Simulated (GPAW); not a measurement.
Crystal: MgB2.

```
Mg B
1.0
     3.08500    0.00000    0.00000
    -1.54250    2.67169    0.00000
     0.00000    0.00000    3.52300
Mg B
1 2
Cartesian
  0.0000 0.0000 0.0000
  1.5425 0.8906 1.7615
  0.0000 1.7811 1.7615
```

| Item | Value |
| --- | --- |
| Program | GPAW 26.7.0 |
| Task | relaxation of cell and atoms |
| Functional | PBE |
| Dispersion | D4 |
| Potentials or basis | GPAW PAW data sets (gpaw-data 1.2.1) |
| Cutoff | 800 eV |
| Basis | pw |
| k mesh | 7 × 7 × 5 |
| Occupations | fermi-dirac, width 0.05 eV |
| Spin | no spin polarisation |

At the start: pressure -5.4 GPa; volume 9.68 Å³/atom.

Question: Where does the relaxation end?

Answer: Over 12 steps the energy falls by 5.8 meV/atom and the volume is 9.32 Å³/atom (-3.7 %); space group P6/mmm (No. 191, to 0.05 Å).

Step by step:
| step | energy change (eV) | largest force (eV/Å) | pressure (GPa) | volume (Å³) |
| --- | --- | --- | --- | --- |
| 1 | 0.0000 | 0.0000 | -5.38 | 29.04 |
| 2 | -0.0029 | 0.0000 | -4.92 | 28.94 |
| 3 | -0.0077 | 0.0000 | -4.03 | 28.76 |
| 4 | -0.0127 | 0.0000 | -2.77 | 28.52 |
| 5 | -0.0161 | 0.0000 | -1.23 | 28.23 |
| 6 | -0.0168 | 0.0000 | 0.43 | 27.92 |
| 7 | -0.0169 | 0.0000 | 0.41 | 27.92 |
| 8 | -0.0169 | 0.0000 | 0.39 | 27.93 |
| 9 | -0.0170 | 0.0000 | 0.35 | 27.93 |
| 10 | -0.0171 | 0.0000 | 0.29 | 27.94 |
| 11 | -0.0172 | 0.0000 | 0.23 | 27.95 |
| 12 | -0.0174 | 0.0000 | 0.16 | 27.95 |

Final structure:
```cif
data_structure
_symmetry_space_group_name_H-M 'P 1'
_symmetry_Int_Tables_number 1
_cell_length_a 3.0508
_cell_length_b 3.0508
_cell_length_c 3.4681
_cell_angle_alpha 90.000
_cell_angle_beta 90.000
_cell_angle_gamma 120.000
_cell_volume 27.95
loop_
_atom_site_label
_atom_site_type_symbol
_atom_site_fract_x
_atom_site_fract_y
_atom_site_fract_z
_atom_site_occupancy
Mg1 Mg 0.00000 0.00000 0.00000 1
B1 B 0.66667 0.33333 0.50000 1
B2 B 0.33333 0.66667 0.50000 1
```

Caveat: later steps reuse the first step's grids; pairwise dispersion overbinds metals, which lowers pressure and volume.
